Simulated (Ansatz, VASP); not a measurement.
**Cross-check of MgO (Periclase) between VASP and Ansatz**

One calculation is typed for both programs; each brings its own data sets and cutoff. How far apart do they land?

Method: plane waves, with VASP 6.6.1 beside it; G0W0 gap at PBE, in Ansatz 0.2.0.

The database entry behind the starting cell differs from later determinations by our own check (about 0.1 % long), so it need not match the best structure at ambient conditions.

## 1. The structure

The structure is cubic, space group Fm-3m (No. 225). Conventional cell: a = 4.217 Å, b = 4.217 Å, c = 4.217 Å, α = 90.00°, β = 90.00°, γ = 90.00°. Nearest to Mg lie 6 O at 2.11 Å. Nearest to O lie 6 Mg at 2.11 Å. Farther neighbours and most contacts between anions are not listed.

## 2. VASP: G0W0 gap, PBE

Quasiparticle shifts depend on high empty states and on the cores, so they are the hardest test of two PAW sets.

Lines of VASP's logs that name or quote its potential files are left out, and so is its time.

The run reads the wave functions of an earlier VASP run, which isn't shown here.

File INCAR:

```
SYSTEM = MgO
PREC = Accurate
ENCUT = 440
ISMEAR = 0
SIGMA = 0.01
LREAL = .FALSE.
GGA = PE
NBANDS = 48
ALGO = EVGW0
NELMGW = 1
ENCUTGW = 100
NOMEGA = 48
PRECFOCK = Fast
NBANDSGW = 16
LWAVE = .TRUE.
LCHARG = .FALSE.
```

File POSCAR:

```
MgO
1.0
    0.0000000000      2.1085000000      2.1085000000
    2.1085000000      0.0000000000      2.1085000000
    2.1085000000      2.1085000000      0.0000000000
Mg O
1 1
Direct
    0.0000000000      0.0000000000      0.0000000000
    0.5000000000      0.5000000000      0.5000000000
```

File KPOINTS:

```
Automatic mesh
0
Gamma
8 8 8
0 0 0
```

Potentials, in the order of the species: Mg_GW and O_GW (PBE family, release 64).

On the command line:

```
$ mpirun -np 8 vasp_std
```

Numbers of over 12 decimals in the logs are rounded to 6 here.

The log of the run:

```text
[banner, memory and clock lines left out]
running    8 mpi-ranks, on    1 nodes
 distrk:  each k-point on    8 cores,    1 groups
 distr:  one band on    1 cores,    8 groups

 POSCAR found type information on POSCAR MgO
 POSCAR found :  2 types and       2 ions
|                                                                             |
|           W    W    AA    RRRRR   N    N  II  N    N   GGGG   !!!           |
|           W    W   A  A   R    R  NN   N  II  NN   N  G    G  !!!           |
|           W    W  A    A  R    R  N N  N  II  N N  N  G       !!!           |
|           W WW W  AAAAAA  RRRRR   N  N N  II  N  N N  G  GGG   !            |
|           WW  WW  A    A  R   R   N   NN  II  N   NN  G    G                |
|           W    W  A    A  R    R  N    N  II  N    N   GGGG   !!!           |
|                                                                             |
|     For optimal performance we recommend to set                             |
|       NCORE = 2 up to number-of-cores-per-socket                            |
|     NCORE specifies how many cores store one orbital (NPAR=cpu/NCORE).      |
|     This setting can greatly improve the performance of VASP for DFT.       |
|     The default, NCORE=1 might be grossly inefficient on modern             |
|     multi-core architectures or massively parallel machines. Do your        |
|     Unfortunately you need to use the default for GW and RPA                |
|     calculations (for HF NCORE is supported but not extensively tested      |
|     yet).                                                                   |
|                                                                             |

|                                                                             |
|           W    W    AA    RRRRR   N    N  II  N    N   GGGG   !!!           |
|           W    W   A  A   R    R  NN   N  II  NN   N  G    G  !!!           |
|           W    W  A    A  R    R  N N  N  II  N N  N  G       !!!           |
|           W WW W  AAAAAA  RRRRR   N  N N  II  N  N N  G  GGG   !            |
|           WW  WW  A    A  R   R   N   NN  II  N   NN  G    G                |
|           W    W  A    A  R    R  N    N  II  N    N   GGGG   !!!           |
|                                                                             |
|     The default for ENCUTGWSOFT is different in this version of VASP.       |
|     please manually set ENCUTGWSOFT =100 in the INCAR file.                 |
|                                                                             |

 LDA part: xc-table for (Slater+PW92), standard interpolation
 found WAVECAR, reading the header
 POSCAR, INCAR and KPOINTS ok, starting setup
 FFT: planning ... GRIDC
 FFT: planning ... GRID_SOFT
 FFT: planning ... GRID
 reading WAVECAR
 the WAVECAR file was read successfully
 initial charge from wavefunction
 available memory per node:     75.26 GB, setting MAXMEM to     77063

 The Fermi energy was updated, please check that it is located mid-gap
 values below the HOMO (VB) or above the LUMO (CB) will cause erroneous energies
 E-fermi :   5.5035

 calculate exact exchange contribution
 the WAVEDER file was read successfully
energies w=
    0.000    0.000    0.805    0.000    1.608    0.000    2.403    0.000
    3.190    0.000    3.965    0.000    4.728    0.000    5.477    0.000
    6.212    0.000    6.934    0.000    7.643    0.000    8.340    0.000
    9.027    0.000    9.706    0.000   10.379    0.000   11.048    0.000
   11.716    0.000   12.385    0.000   13.059    0.000   13.740    0.000
   14.432    0.000   15.139    0.000   15.864    0.000   16.613    0.000
   17.391    0.000   18.203    0.000   19.056    0.000   19.960    0.000
   20.922    0.000   21.955    0.000   23.072    0.000   24.290    0.000
   25.630    0.000   27.119    0.000   28.790    0.000   30.687    0.000
   32.866    0.000   35.406    0.000   38.413    0.000   42.038    0.000
   46.502    0.000   52.140    0.000   59.490    0.000   69.465    0.000
   83.762    0.000  105.909    0.000  144.687    0.000  229.657    0.000
 responsefunction array rank=      56
 LDA part: xc-table for (Slater+PW92), standard interpolation

 min. memory requirement per mpi rank    144.8 MB, per node   1158.5 MB

 allocating   6 responsefunctions rank=    56
 shmem allocating  48 responsefunctions rank=    56
 response function shared by NCSHMEM nodes    1
 Doing            6  frequencies on each core in blocks of           48
NQ=   1    0.0000    0.0000    0.0000,
|.........|.........|.........|.........|.........|.........|.........|.........
 performed        224000 updates of chi_q(r,r)
 total number of BLAS operations          4.68 Gflops
NQ=   2    0.1250    0.0000    0.0000,
|.........|.........|.........|.........|.........|.........|.........|.........
 performed        723000 updates of chi_q(r,r)
 total number of BLAS operations         15.49 Gflops
NQ=   3    0.2500    0.0000    0.0000,
|.........|.........|.........|.........|.........|.........|.........|.........
 performed       1222000 updates of chi_q(r,r)
 total number of BLAS operations         23.95 Gflops
NQ=   4    0.3750    0.0000    0.0000,
|.........|.........|.........|.........|.........|.........|.........|.........
 performed       1721000 updates of chi_q(r,r)
 total number of BLAS operations         31.34 Gflops
NQ=   5    0.5000    0.0000    0.0000,
|.........|.........|.........|.........|.........|.........|.........|.........
 performed       2067000 updates of chi_q(r,r)
 total number of BLAS operations         35.77 Gflops
NQ=   6    0.1250    0.1250    0.0000,
|.........|.........|.........|.........|.........|.........|.........|.........
 performed       2497000 updates of chi_q(r,r)
 total number of BLAS operations         44.73 Gflops
NQ=   7    0.2500    0.1250    0.0000,
|.........|.........|.........|.........|.........|.........|.........|.........
 performed       3310000 updates of chi_q(r,r)
 total number of BLAS operations         59.10 Gflops
NQ=   8    0.3750    0.1250    0.0000,
|.........|.........|.........|.........|.........|.........|.........|.........
 performed       4123000 updates of chi_q(r,r)
 total number of BLAS operations         71.69 Gflops
NQ=   9    0.5000    0.1250    0.0000,
|.........|.........|.........|.........|.........|.........|.........|.........
 performed       4936000 updates of chi_q(r,r)
 total number of BLAS operations         82.62 Gflops
NQ=  10   -0.3750    0.1250    0.0000,
|.........|.........|.........|.........|.........|.........|.........|.........
 performed       5749000 updates of chi_q(r,r)
 total number of BLAS operations         94.10 Gflops
NQ=  11   -0.2500    0.1250    0.0000,
|.........|.........|.........|.........|.........|.........|.........|.........
 performed       6562000 updates of chi_q(r,r)
 total number of BLAS operations        106.12 Gflops
NQ=  12   -0.1250    0.1250    0.0000,
|.........|.........|.........|.........|.........|.........|.........|.........
 performed       7169000 updates of chi_q(r,r)
 total number of BLAS operations        115.11 Gflops
NQ=  13    0.2500    0.2500    0.0000,
|.........|.........|.........|.........|.........|.........|.........|.........
 performed       7599000 updates of chi_q(r,r)
 total number of BLAS operations        121.47 Gflops
NQ=  14    0.3750    0.2500    0.0000,
|.........|.........|.........|.........|.........|.........|.........|.........
 performed       8412000 updates of chi_q(r,r)
 total number of BLAS operations        135.24 Gflops
NQ=  15    0.5000    0.2500    0.0000,
|.........|.........|.........|.........|.........|.........|.........|.........
 performed       9225000 updates of chi_q(r,r)
 total number of BLAS operations        146.71 Gflops
NQ=  16   -0.3750    0.2500    0.0000,
|.........|.........|.........|.........|.........|.........|.........|.........
 performed      10038000 updates of chi_q(r,r)
 total number of BLAS operations        158.19 Gflops
NQ=  17   -0.2500    0.2500    0.0000,
|.........|.........|.........|.........|.........|.........|.........|.........
 performed      10645000 updates of chi_q(r,r)
 total number of BLAS operations        166.75 Gflops
NQ=  18    0.3750    0.3750    0.0000,
|.........|.........|.........|.........|.........|.........|.........|.........
 performed      11075000 updates of chi_q(r,r)
 total number of BLAS operations        173.42 Gflops
NQ=  19    0.5000    0.3750    0.0000,
|.........|.........|.........|.........|.........|.........|.........|.........
 performed      11888000 updates of chi_q(r,r)
 total number of BLAS operations        184.90 Gflops
NQ=  20   -0.3750    0.3750    0.0000,
|.........|.........|.........|.........|.........|.........|.........|.........
 performed      12495000 updates of chi_q(r,r)
 total number of BLAS operations        191.91 Gflops
NQ=  21    0.5000    0.5000    0.0000,
|.........|.........|.........|.........|.........|.........|.........|.........
 performed      12805000 updates of chi_q(r,r)
 total number of BLAS operations        195.89 Gflops
NQ=  22    0.3750    0.2500    0.1250,
|.........|.........|.........|.........|.........|.........|.........|.........
 performed      13627000 updates of chi_q(r,r)
 total number of BLAS operations        210.42 Gflops
NQ=  23    0.5000    0.2500    0.1250,
|.........|.........|.........|.........|.........|.........|.........|.........
 performed      14593000 updates of chi_q(r,r)
 total number of BLAS operations        224.72 Gflops
NQ=  24   -0.3750    0.2500    0.1250,
|.........|.........|.........|.........|.........|.........|.........|.........
 performed      15326000 updates of chi_q(r,r)
 total number of BLAS operations        234.11 Gflops
NQ=  25    0.5000    0.3750    0.1250,
|.........|.........|.........|.........|.........|.........|.........|.........
 performed      16148000 updates of chi_q(r,r)
 total number of BLAS operations        247.43 Gflops
NQ=  26   -0.3750    0.3750    0.1250,
|.........|.........|.........|.........|.........|.........|.........|.........
 performed      17114000 updates of chi_q(r,r)
 total number of BLAS operations        260.43 Gflops
NQ=  27   -0.2500    0.3750    0.1250,
|.........|.........|.........|.........|.........|.........|.........|.........
 performed      17837000 updates of chi_q(r,r)
 total number of BLAS operations        271.13 Gflops
NQ=  28   -0.3750    0.5000    0.1250,
|.........|.........|.........|.........|.........|.........|.........|.........
 performed      18444000 updates of chi_q(r,r)
 total number of BLAS operations        278.91 Gflops
NQ=  29   -0.2500    0.5000    0.2500,
|.........|.........|.........|.........|.........|.........|.........|.........
 performed      18876000 updates of chi_q(r,r)
 total number of BLAS operations        285.60 Gflops
 resolving degeneracies of screened two electron integrals

 calculate QP shifts <psi_nk| G(iteration)W_0 |psi_nk>: iteration 1
 writing wavefunctions
 entering main loop
```

OUTCAR, selected parts (step 2):

```text
ion  position               nearest neighbor table
   1  0.000  0.000  0.000-   2 2.11   2 2.11   2 2.11   2 2.11   2 2.11   2 2.11
   2  0.500  0.500  0.500-   1 2.11   1 2.11   1 2.11   1 2.11   1 2.11   1 2.11

  LATTYP: Found a face centered cubic cell.
 ALAT       =     4.2170000000

 Subroutine GETGRP returns: Found 48 space group operations
 (whereof 48 operations were pure point group operations)

The static configuration has the point symmetry O_h .

 Found     29 irreducible k-points:

   k-points           NKPTS =     29   k-points in BZ     NKDIM =    512   number of bands    NBANDS=     48

   dimension x,y,z NGX =    20 NGY =   20 NGZ =   20
   dimension x,y,z NGXF=    40 NGYF=   40 NGZF=   40

   ENCUT  =  440.0 eV  32.34 Ry    5.69 a.u.   5.10  5.10  5.10*2*pi/ulx,y,z

   NELECT =       8.0000    total number of electrons

  energy-cutoff  :      440.00
  volume of cell :       18.75
      direct lattice vectors                 reciprocal lattice vectors
     0.000000000  2.108500000  2.108500000    -0.237135404  0.237135404  0.237135404
     2.108500000  0.000000000  2.108500000     0.237135404 -0.237135404  0.237135404
     2.108500000  2.108500000  0.000000000     0.237135404  0.237135404 -0.237135404

 k-points in reciprocal lattice and weights: Automatic mesh
   0.00000000  0.00000000  0.00000000       0.002
   0.12500000  0.00000000  0.00000000       0.016
   0.25000000  0.00000000  0.00000000       0.016
   0.37500000  0.00000000  0.00000000       0.016
   0.50000000  0.00000000  0.00000000       0.008
   0.12500000  0.12500000  0.00000000       0.012
   0.25000000  0.12500000  0.00000000       0.047
   0.37500000  0.12500000  0.00000000       0.047
   0.50000000  0.12500000  0.00000000       0.047
[...]
-0.37500000  0.50000000  0.12500000       0.023
  -0.25000000  0.50000000  0.25000000       0.012

 E-fermi :   5.5035

 QP shifts <psi_nk| G(iteration)W_0 |psi_nk>: iteration 1
 for sc-GW calculations column KS-energies equals QP-energies in previous step
 and V_xc(KS)=  KS-energies - (<T + V_ion + V_H > + <T+V_H+V_ion>^1  + <V_x>^1)
 k-point   1 :       0.0000    0.0000    0.0000
  band No.  KS-energies  QP-energies   sigma(KS)   V_xc(KS)     V^pw_x(r,r')   Z            occupation Imag(sigma)
      1     -14.0913     -16.2307     -21.1469     -18.1270     -29.9071       0.7084       2.0000       1.1685
      2       3.1578       2.0503     -21.1264     -19.7196     -25.1865       0.7873       2.0000       0.0971
      3       3.1578       2.0503     -21.1264     -19.7196     -25.1865       0.7873       2.0000       0.0971
      4       3.1578       2.0503     -21.1264     -19.7196     -25.1865       0.7873       2.0000       0.0971
      5       7.8492       9.0734     -10.7078     -12.1595      -7.4765       0.8433       0.0000      -0.0649
      6      18.9458      20.2560      -7.4496      -9.0288      -3.0770       0.8297       0.0000      -0.1241
      7      18.9458      20.2560      -7.4496      -9.0288      -3.0770       0.8297       0.0000      -0.1241
      8      18.9458      20.2560      -7.4496      -9.0288      -3.0770       0.8297       0.0000      -0.1241
    ...

 k-point   2 :       0.1250    0.0000    0.0000
  band No.  KS-energies  QP-energies   sigma(KS)   V_xc(KS)     V^pw_x(r,r')   Z            occupation Imag(sigma)
      1     -13.9273     -16.0631     -21.2867     -18.2696     -30.0225       0.7079       2.0000       1.1490
      2       2.2092       0.9525     -19.8294     -18.2300     -23.7380       0.7857       2.0000       0.1015
      3       3.0588       1.9285     -21.0375     -19.6004     -25.1116       0.7865       2.0000       0.0980
      4       3.0588       1.9285     -21.0375     -19.6004     -25.1116       0.7865       2.0000       0.0980
      5       8.7655      10.1012     -11.5533     -13.1537      -8.4153       0.8347       0.0000      -0.0655
      6      17.2645      18.5085      -7.7730      -9.2814      -3.3967       0.8247       0.0000      -0.1226
      7      19.2999      20.6318      -7.5638      -9.1780      -3.1345       0.8251       0.0000      -0.1323
      8      19.2999      20.6318      -7.5638      -9.1780      -3.1345       0.8251       0.0000      -0.1323
    ...

 k-point   3 :       0.2500    0.0000    0.0000
  band No.  KS-energies  QP-energies   sigma(KS)   V_xc(KS)     V^pw_x(r,r')   Z            occupation Imag(sigma)
      1     -13.5070     -15.6465     -21.6821     -18.6748     -30.3593       0.7114       2.0000       1.1038
      2       0.5085      -1.0103     -18.4630     -16.5074     -22.5122       0.7766       2.0000       0.1236
      3       2.8225       1.6458     -20.8412     -19.3409     -24.9485       0.7844       2.0000       0.1004
      4       2.8225       1.6458     -20.8412     -19.3409     -24.9485       0.7844       2.0000       0.1004
      5      10.2137      11.6559     -11.2408     -12.9754      -7.8267       0.8315       0.0000      -0.0745
      6      15.7125      17.1793      -9.2630     -11.0574      -5.0244       0.8174       0.0000      -0.1131
      7      19.7661      21.1846      -7.6524      -9.3792      -3.1681       0.8215       0.0000      -0.1408
      8      19.7661      21.1846      -7.6524      -9.3792      -3.1681       0.8215       0.0000      -0.1408
    ...

 k-point   4 :       0.3750    0.0000    0.0000
  band No.  KS-energies  QP-energies   sigma(KS)   V_xc(KS)     V^pw_x(r,r')   Z            occupation Imag(sigma)
      1     -13.0334     -15.1932     -22.1921     -19.2004     -30.8162       0.7219       2.0000       1.0596
      2      -0.8966      -2.5924     -17.4949     -15.2788     -21.7532       0.7652       2.0000       0.1492
      3       2.6005       1.3838     -20.6705     -19.1159     -24.8083       0.7826       2.0000       0.1027
      4       2.6005       1.3838     -20.6705     -19.1159     -24.8083       0.7826       2.0000       0.1027
      5      10.9352      12.2077      -9.5475     -11.0677      -5.8468       0.8370       0.0000      -0.0801
      6      15.5017      17.4210     -11.7929     -14.1982      -7.5661       0.7980       0.0000      -0.1204
      7      19.5640      21.0574      -7.5217      -9.3315      -3.0977       0.8252       0.0000      -0.1297
      8      19.5640      21.0574      -7.5217      -9.3315      -3.0977       0.8252       0.0000      -0.1297
    ...

[... 4 further parts left out ...]
```

(Continued in part 2 of 2.)

[Lines on the potential files, build, host, timing and source positions are cut from VASP's logs without a mark.]

[Logs are printed without paths, hosts, clocks, repeated set-up lines and the standing remarks that a program may print on its own settings, such as how far it seeks lower states.]

[Hosts, paths, dates, database ids (printed as entryN), source tags and the programs' standing remarks are cut or masked in the printed files.]
